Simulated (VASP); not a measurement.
Set up this calculation in VASP 6.6.1, as the native input.

| Property | Result |
| --- | --- |
| Task | band structure |
| Functional | PBE |
| Potentials or basis | VASP PAW PBE potentials, release 64 (Mn_pv, S) |
| Cutoff | 520 eV |
| k mesh | 10 × 10 × 10 |
| Occupations | gaussian, width 0.03 eV |
| Spin | collinear spin, ferromagnetic start |
| Starting moments | [4.0, 0.0] μB |
| Further INCAR settings | ALGO = Normal; EDIFF = 1e-06; NBANDS = 20; AMIX = 0.2; BMIX = 0.0001 |

The structure of MnS lies in POSCAR:

```
MnS                                     
1.0
    0.0000000000      2.5632224919      2.5632224919
    2.5632224919      0.0000000000      2.5632224919
    2.5632224919      2.5632224919      0.0000000000
  Mn              S             
     1     1
Direct
     0.0000000000000000    0.0000000000000000    1.0000000000000000
     0.5000000000000000    0.5000000000000000    0.5000000000000000
```

These files were run (other wordings do the same):

INCAR

```
PREC = Accurate
ENCUT = 520
EDIFF = 1E-6
ISMEAR = 0
SIGMA = 0.03
LREAL = False
LASPH = True
NELM = 150
ALGO = Normal
ISIF = 2
LWAVE = False
LCHARG = False
ISPIN = 2
MAGMOM = 4 0
LORBIT = 11
LMAXMIX = 4
GGA = PE
NBANDS = 20
AMIX = 0.2
BMIX = 1E-4
AMIX_MAG = 0.8
BMIX_MAG = 1E-4
ICORELEVEL = 1
```

KPOINTS

```
Automatic mesh
0
Gamma
  10 10 10
```

KPOINTS_OPT

```
explicit points
109
Reciprocal
 0.0000000000  0.0000000000  0.0000000000 1
 0.0555555556  0.0000000000  0.0555555556 1
 0.1111111111  0.0000000000  0.1111111111 1
 0.1666666667  0.0000000000  0.1666666667 1
 0.2222222222  0.0000000000  0.2222222222 1
 0.2777777778  0.0000000000  0.2777777778 1
 0.3333333333  0.0000000000  0.3333333333 1
 0.3888888889  0.0000000000  0.3888888889 1
 0.4444444444  0.0000000000  0.4444444444 1
 0.5000000000  0.0000000000  0.5000000000 1
 0.5000000000  0.0000000000  0.5000000000 1
 0.5000000000  0.0277777778  0.5277777778 1
 0.5000000000  0.0555555556  0.5555555556 1
 0.5000000000  0.0833333333  0.5833333333 1
 0.5000000000  0.1111111111  0.6111111111 1
 0.5000000000  0.1388888889  0.6388888889 1
 0.5000000000  0.1666666667  0.6666666667 1
 0.5000000000  0.1944444444  0.6944444444 1
 0.5000000000  0.2222222222  0.7222222222 1
 0.5000000000  0.2500000000  0.7500000000 1
 0.5000000000  0.2500000000  0.7500000000 1
 0.4861111111  0.2638888889  0.7500000000 1
 0.4722222222  0.2777777778  0.7500000000 1
 0.4583333333  0.2916666667  0.7500000000 1
 0.4444444444  0.3055555556  0.7500000000 1
 0.4305555556  0.3194444444  0.7500000000 1
 0.4166666667  0.3333333333  0.7500000000 1
 0.4027777778  0.3472222222  0.7500000000 1
 0.3888888889  0.3611111111  0.7500000000 1
 0.3750000000  0.3750000000  0.7500000000 1
 0.3750000000  0.3750000000  0.7500000000 1
 0.3333333333  0.3333333333  0.6666666667 1
 0.2916666667  0.2916666667  0.5833333333 1
 0.2500000000  0.2500000000  0.5000000000 1
 0.2083333333  0.2083333333  0.4166666667 1
 0.1666666667  0.1666666667  0.3333333333 1
 0.1250000000  0.1250000000  0.2500000000 1
 0.0833333333  0.0833333333  0.1666666667 1
 0.0416666667  0.0416666667  0.0833333333 1
 0.0000000000  0.0000000000  0.0000000000 1
 0.0000000000  0.0000000000  0.0000000000 1
 0.0555555556  0.0555555556  0.0555555556 1
 0.1111111111  0.1111111111  0.1111111111 1
 0.1666666667  0.1666666667  0.1666666667 1
 0.2222222222  0.2222222222  0.2222222222 1
 0.2777777778  0.2777777778  0.2777777778 1
 0.3333333333  0.3333333333  0.3333333333 1
 0.3888888889  0.3888888889  0.3888888889 1
 0.4444444444  0.4444444444  0.4444444444 1
 0.5000000000  0.5000000000  0.5000000000 1
 0.5000000000  0.5000000000  0.5000000000 1
 0.5138888889  0.4722222222  0.5138888889 1
 0.5277777778  0.4444444444  0.5277777778 1
 0.5416666667  0.4166666667  0.5416666667 1
 0.5555555556  0.3888888889  0.5555555556 1
 0.5694444444  0.3611111111  0.5694444444 1
 0.5833333333  0.3333333333  0.5833333333 1
 0.5972222222  0.3055555556  0.5972222222 1
 0.6111111111  0.2777777778  0.6111111111 1
 0.6250000000  0.2500000000  0.6250000000 1
 0.6250000000  0.2500000000  0.6250000000 1
 0.6111111111  0.2500000000  0.6388888889 1
 0.5972222222  0.2500000000  0.6527777778 1
 0.5833333333  0.2500000000  0.6666666667 1
 0.5694444444  0.2500000000  0.6805555556 1
 0.5555555556  0.2500000000  0.6944444444 1
 0.5416666667  0.2500000000  0.7083333333 1
 0.5277777778  0.2500000000  0.7222222222 1
 0.5138888889  0.2500000000  0.7361111111 1
 0.5000000000  0.2500000000  0.7500000000 1
 0.5000000000  0.2500000000  0.7500000000 1
 0.5000000000  0.2777777778  0.7222222222 1
 0.5000000000  0.3055555556  0.6944444444 1
 0.5000000000  0.3333333333  0.6666666667 1
 0.5000000000  0.3611111111  0.6388888889 1
 0.5000000000  0.3888888889  0.6111111111 1
 0.5000000000  0.4166666667  0.5833333333 1
 0.5000000000  0.4444444444  0.5555555556 1
 0.5000000000  0.4722222222  0.5277777778 1
 0.5000000000  0.5000000000  0.5000000000 1
 0.5000000000  0.5000000000  0.5000000000 1
 0.4861111111  0.4861111111  0.5277777778 1
 0.4722222222  0.4722222222  0.5555555556 1
 0.4583333333  0.4583333333  0.5833333333 1
 0.4444444444  0.4444444444  0.6111111111 1
 0.4305555556  0.4305555556  0.6388888889 1
 0.4166666667  0.4166666667  0.6666666667 1
 0.4027777778  0.4027777778  0.6944444444 1
 0.3888888889  0.3888888889  0.7222222222 1
 0.3750000000  0.3750000000  0.7500000000 1
 0.6250000000  0.2500000000  0.6250000000 1
 0.6111111111  0.2222222222  0.6111111111 1
 0.5972222222  0.1944444444  0.5972222222 1
 0.5833333333  0.1666666667  0.5833333333 1
 0.5694444444  0.1388888889  0.5694444444 1
 0.5555555556  0.1111111111  0.5555555556 1
 0.5416666667  0.0833333333  0.5416666667 1
 0.5277777778  0.0555555556  0.5277777778 1
 0.5138888889  0.0277777778  0.5138888889 1
 0.5000000000  0.0000000000  0.5000000000 1
 0.0000000000  0.0000000000  0.0000000000 1
 0.3750000000  0.3750000000  0.7500000000 1
 0.5000000000  0.5000000000  0.5000000000 1
 0.6250000000  0.2500000000  0.6250000000 1
 0.5000000000  0.2500000000  0.7500000000 1
 0.5000000000  0.0000000000  0.5000000000 1
 0.4000000000  0.0000000000  0.4000000000 1
 0.4250000000  0.0000000000  0.4250000000 1
 0.4500000000  0.0000000000  0.4500000000 1
```

Potentials or basis: VASP PAW PBE potentials, release 64 (Mn_pv, S).

The run is started by

```sh
$ cat potpaw_PBE.64/Mn_pv/POTCAR potpaw_PBE.64/S/POTCAR > POTCAR
$ mpirun -np 1 vasp_std > vasp.out
```

Results of the run:

```yaml
Pressure: 0.0 GPa
Band_gap_along_the_path: none (metal or under the smearing width)
Net_moment: 4.62 μB per cell
Site_moments: Mn +4.18; S +0.10 μB
Valence_electrons_inside_the_program's_atomic_spheres: Mn 11.35; S 3.74
```

Caveat: a cell with one magnetic atom can't hold antiferromagnetic order, which such compounds often take; semilocal functionals often make such compounds metallic where correlation or magnetic order opens a gap, which also shifts bond lengths.

It took 80 s on 1 thread of Intel(R) Xeon(R) Platinum 8488C (Sapphire Rapids), with other jobs on the host, peak memory 0.23 GiB.
